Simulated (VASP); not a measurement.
# Ge in VASP: how settings move the PBE single point

Aim: see what changed inputs do to the PBE single point of Ge in the diamond structure, under -5.0 % biaxial strain in x and y, free along z.

Program: VASP 6.6.1. PAW datasets, plane waves. Calculated at 0 K for a non-magnetic cell.

### 1 The cell

The cell comes from an earlier relaxation with r2SCAN in another program, then strained, with the atoms relaxed again.

It is tetragonal, I4_1/amd (No. 141); conventional cell a = 3.811 Å, c = 5.869 Å, 21.31 Å³ an atom. Near Ge stand 4 Ge at 2.41 Å.

Coordinates:

```cif
data_structure
_symmetry_space_group_name_H-M 'P 1'
_symmetry_Int_Tables_number 1
_cell_length_a 3.9841
_cell_length_b 3.9841
_cell_length_c 3.8113
_cell_angle_alpha 61.425
_cell_angle_beta 61.425
_cell_angle_gamma 57.151
_cell_volume 42.63
loop_
_atom_site_label
_atom_site_type_symbol
_atom_site_fract_x
_atom_site_fract_y
_atom_site_fract_z
_atom_site_occupancy
Ge1 Ge 0.00000 0.00000 0.00000 1
Ge2 Ge 0.25000 0.25000 0.25000 1
```

### 2 The reference run

INCAR

```
ENCUT = 520.000000
SIGMA = 0.020000
EDIFF = 1.00e-07
GGA = PE
PREC = Accurate
IBRION = -1
ISIF = 2
ISMEAR = -1
NBANDS = 21
NELM = 120
NSW = 0
LASPH = .TRUE.
LCHARG = .FALSE.
LWAVE = .FALSE.
LREAL = .FALSE.
```

KPOINTS

```
KPOINTS created by Atomic Simulation Environment
0
Gamma
8 8 8
0 0 0
```

POSCAR

```
Ge
 1.0000000000000000
     0.0000000000000000    2.6950298364999998    2.9343236711000000
     2.6950298364999998    0.0000000000000000    2.9343236711000000
     2.6950298364999998    2.6950298364999998    0.0000000000000000
 Ge
   2
Cartesian
  0.0000000000000000  0.0000000000000000  0.0000000000000000
  1.3475149182499997  1.3475149182499997  1.4671618355500000
```

A file KPOINTS_OPT adds named points for the levels; it doesn't enter the self-consistent loop.

Potentials: the recommended PBE PAW datasets, 28 valence electrons.

On the command line:

```sh
mpirun -np 1 vasp_std
```

### 3 Try 1

INCAR

```
ENCUT = 520.000000
SIGMA = 0.020000
EDIFF = 1.00e-07
PREC = Accurate
IBRION = -1
ISIF = 2
ISMEAR = -1
NSW = 0
LASPH = .TRUE.
LCHARG = .FALSE.
LWAVE = .FALSE.
LREAL = .FALSE.
NBANDS = 26
METAGGA = SCAN
NELM = 73
```

KPOINTS is that of step 2.

POSCAR is that of step 2.

### 4 Try 2

INCAR

```
ENCUT = 520.000000
EDIFF = 1.00e-07
GGA = PE
PREC = Accurate
IBRION = -1
ISIF = 2
NBANDS = 21
NSW = 0
LASPH = .TRUE.
LCHARG = .FALSE.
LWAVE = .FALSE.
LREAL = .FALSE.
IVDW = 12
ISMEAR = 0
SIGMA = 0.1
NELM = 96
```

KPOINTS is that of step 2.

POSCAR is that of step 2.

### 5 Try 3

INCAR

```
ENCUT = 520.000000
EDIFF = 1.00e-07
GGA = PE
PREC = Accurate
IBRION = -1
ISIF = 2
NBANDS = 21
NELM = 120
NSW = 0
LASPH = .TRUE.
LCHARG = .FALSE.
LWAVE = .FALSE.
LREAL = .FALSE.
ALGO = Fast
ISMEAR = -5
SIGMA = 0.1
```

KPOINTS

```
KPOINTS created by Atomic Simulation Environment
0
Monkhorst-Pack
8 8 8
0 0 0
```

POSCAR is that of step 2.

### 6 Try 4

Edit INCAR of step 2 so:

```diff
@@ -9,3 +9,2 @@
 NBANDS = 21
-NELM = 120
 NSW = 0
@@ -15 +14,2 @@
 LREAL = .FALSE.
+NELM = 65
```

KPOINTS

```
KPOINTS created by Atomic Simulation Environment
0
Gamma
4 4 4
0 0 0
```

POSCAR

```
Ge
 1.0000000000000000
     0.0000000000000000    5.0928699999999996    5.5450699999999999
     5.0928699999999996    0.0000000000000000    5.5450699999999999
     5.0928699999999996    5.0928699999999996    0.0000000000000000
 Ge
   2
Cartesian
  0.0000000000000000  0.0000000000000000  0.0000000000000000
  2.5464349999999993  2.5464349999999993  2.7725350000000000
```

**Question.** What will these runs give? Wanted: for each run, changed; ending; energy change; pressure; electronic steps; usable.

The runs gave:

| run | changed | ending | energy change (meV/atom) | pressure (GPa) | gap on the mesh (eV; negative: overlap) | electronic steps | time | usable |
| --- | --- | --- | --- | --- | --- | --- | --- | --- |
| ref. | – | converged | 0 | 8.7 | -0.04 | 13 | 58 s | yes |
| 1 | NBANDS = 26, METAGGA = SCAN, NELM = 73 | converged | – | 5.0 | 0.09 | 14 | 3.6 min | yes |
| 2 | IVDW = 12, ISMEAR = 0, SIGMA = 0.1, NELM = 96 | converged | – | 6.2 | -0.04 | 13 | 48 s | yes |
| 3 | ALGO = Fast, ISMEAR = -5, SIGMA = 0.1, shifted mesh | converged | -5.1 | 8.8 | 0.10 | 14 | 2.4 min | yes |
| 4 | mesh 4×4×4, another POSCAR | converged | 3359.8 | -1.6 | -0.13 | 13 | 85 s | no |

Of 4 altered inputs, 1 ended normally on a faulty or unsound input, 3 gave usable results. «ALGO = Fast, ISMEAR = -5, SIGMA = 0.1, shifted mesh» moves the energy by -5.1 meV/atom.
